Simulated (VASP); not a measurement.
All values below come from optB88-vdW, VASP's PBE PAW potentials (set 64) (plane waves; VASP 6.6.1).

Input for VASP

File POSCAR:
```
AlSb
1
    0.0000000000     3.1107970116     3.1107970116
    3.1107970116     0.0000000000     3.1107970116
    3.1107970116     3.1107970116     0.0000000000
Al Sb
1 1
Direct
  0.0000000000   0.0000000000   0.0000000000
  0.2500000000   0.2500000000   0.2500000000
```

KPOINTS:
```
k-points along high-symmetry lines
15
Line-mode
Reciprocal
  0.000000   0.000000   0.000000 ! GAMMA
 -0.500000  -0.500000   0.000000 ! X

 -0.500000  -0.500000   0.000000 ! X
 -0.375000  -0.375000   0.250000 ! U

 -0.375000  -0.000000   0.375000 ! K
  0.000000   0.000000   0.000000 ! GAMMA

  0.000000   0.000000   0.000000 ! GAMMA
 -0.000000  -0.000000   0.500000 ! L

 -0.000000  -0.000000   0.500000 ! L
 -0.500000  -0.250000   0.250000 ! W

 -0.500000  -0.250000   0.250000 ! W
 -0.500000  -0.500000   0.000000 ! X
```

INCAR:
```
SYSTEM = AlSb
PREC = Accurate; ENCUT = 520; LREAL = .False.
LASPH = .True.; ICHARG = 11
EDIFF = 1E-7; NELM = 100; ALGO = Normal
LMAXMIX = 4
ISMEAR = 0; SIGMA = 0.05
GGA = BO; LUSE_VDW = .True.; AGGAC = 0.0
PARAM1 = 0.1833333333; PARAM2 = 0.22
LWAVE = .False.; LCHARG = .False.; LORBIT = 11
```

POTCAR, in this order: Al Sb (PBE.64 set). Program: vasp_std. Read from the step before: CHGCAR.

Output

File OUTCAR:
```
 ion  position               nearest neighbor table
   1  0.000  0.000  0.000-   2 2.69   2 2.69   2 2.69   2 2.69
   2  0.250  0.250  0.250-   1 2.69   1 2.69   1 2.69   1 2.69
  LATTYP: Found a face centered cubic cell.
 ALAT       =     6.2215940232
 Subroutine PRICEL returns:
 Original cell was already a primitive cell.
 Subroutine GETGRP returns: Found 24 space group operations
The static configuration has the point symmetry T_d .
The dynamic configuration has the point symmetry T_d .
 Subroutine INISYM returns: Found 24 space group operations
   k-points           NKPTS =     90   k-points in BZ     NKDIM =     90   number of bands    NBANDS=      8
   number of dos      NEDOS =    301   number of ions     NIONS =      2
   total plane-waves  NPLWV =  46656
   dimension x,y,z NGX =    36 NGY =   36 NGZ =   36
   dimension x,y,z NGXF=    72 NGYF=   72 NGZF=   72
   ions per type =               1   1
   PREC   = accura    normal or accurate (medium, high low for compatibility)
   ISTART =      0    job   : 0-new  1-cont  2-samecut
   ICHARG =     11    charge: 1-file 2-atom 10-const
   ISPIN  =      1    spin polarized calculation?
   LNONCOLLINEAR =      F non collinear calculations
   LSORBIT =      F    spin-orbit coupling
   INIWAV =      1    electr: 0-lowe 1-rand  2-diag
   ENCUT  =  520.0 eV  38.22 Ry    6.18 a.u.   8.18  8.18  8.18*2*pi/ulx,y,z
   NELM   =    100;   NELMIN=  2; NELMDL= -5     # of ELM steps
   EDIFF  = 0.1E-06   stopping-criterion for ELM
   LREAL  =      F    real-space projection
   NLSPLINE    = F    spline interpolate recip. space projectors
   LMAXMIX     =    4 max onsite mixed and CHGCAR
   VOSKOWN=      0    Vosko Wilk Nusair interpolation
   EDIFFG = 0.1E-05   stopping-criterion for IOM
   NSW    =      0    number of steps for IOM
   NBLOCK =      1;   KBLOCK =      1    inner block; outer block
   IBRION =     -1    ionic relax: 0-MD 1-quasi-New 2-CG
   NFREE  =      0    steps in history (QN), initial steepest desc. (CG)
   ISIF   =      2    stress and relaxation
   ISYM   =      2    0-nonsym 1-usesym 2-fastsym
   TEIN   =    0.0    initial temperature
   TEBEG  =    0.0;   TEEND  =   0.0 temperature during run
...
```

File OSZICAR:
```
       N       E                     dE             d eps       ncg     rms          rms(c)
DAV:   1     0.196058355579E+02    0.19606E+02   -0.27044E+03  1440   0.706E+02
DAV:   2    -0.298094170827E+01   -0.22587E+02   -0.21899E+02  1824   0.822E+01
DAV:   3    -0.363964816542E+01   -0.65871E+00   -0.65871E+00  1944   0.171E+01
DAV:   4    -0.364370172185E+01   -0.40536E-02   -0.40536E-02  2232   0.163E+00
DAV:   5    -0.364372880568E+01   -0.27084E-04   -0.27084E-04  1896   0.105E-01
DAV:   6    -0.364372950725E+01   -0.70157E-06   -0.70157E-06  2200   0.138E-02
DAV:   7    -0.364372953112E+01   -0.23869E-07   -0.23869E-07  2056   0.189E-03
   1 F= -.36437295E+01 E0= -.36437295E+01  d E =-.625049E-15
```

### OUTCAR
```
 val. band max:        4.3186563969   @ k =   0.0000   0.0000   0.0000

 cond. band min:       5.5578393236   @ k =   0.0000   0.0000   0.5000



 k-point     1 :       0.0000    0.0000    0.0000
  band No.  band energies     occupation
      1      -6.1857      2.00000
      2       4.3187      2.00000
      3       4.3187      2.00000
      4       4.3187      2.00000
      5       5.5703      0.00000
      6       7.4454      0.00000
      7       7.4454      0.00000
      8       7.4454      0.00000

 k-point     2 :      -0.0357   -0.0357    0.0000
  band No.  band energies     occupation
      1      -6.1707      2.00000
      2       4.0979      2.00000
      3       4.2665      2.00000
      4       4.2665      2.00000
      5       5.7884      0.00000
      6       7.3955      0.00000
      7       7.5192      0.00000
      8       7.5192      0.00000

 k-point     3 :      -0.0714   -0.0714    0.0000
  band No.  band energies     occupation
      1      -6.1260      2.00000
      2       3.6488      2.00000
      3       4.1242      2.00000
      4       4.1242      2.00000
      5       6.2176      0.00000
      6       7.2683      0.00000
      7       7.7260      0.00000
      8       7.7260      0.00000

 k-point     4 :      -0.1071   -0.1071    0.0000
  band No.  band energies     occupation
      1      -6.0521      2.00000
      2       3.1435      2.00000
      3       3.9229      2.00000
      4       3.9229      2.00000
      5       6.6147      0.00000
      6       7.1505      0.00000
      7       8.0341      0.00000
      8       8.0341      0.00000

 k-point     5 :      -0.1429   -0.1429    0.0000
  band No.  band energies     occupation
      1      -5.9498      2.00000
      2       2.6278      2.00000
      3       3.6923      2.00000
      4       3.6923      2.00000
      5       6.6686      0.00000
      6       7.2946      0.00000
      7       8.4127      0.00000
      8       8.4127      0.00000
...
```

The density is held fixed in this step, so its total energy and stress have no physical meaning. Unless said otherwise, spin-orbit coupling is left out, though it shifts the bands of the heavy elements here.

The compound is AlSb in the zinc blende structure. It was relaxed first.
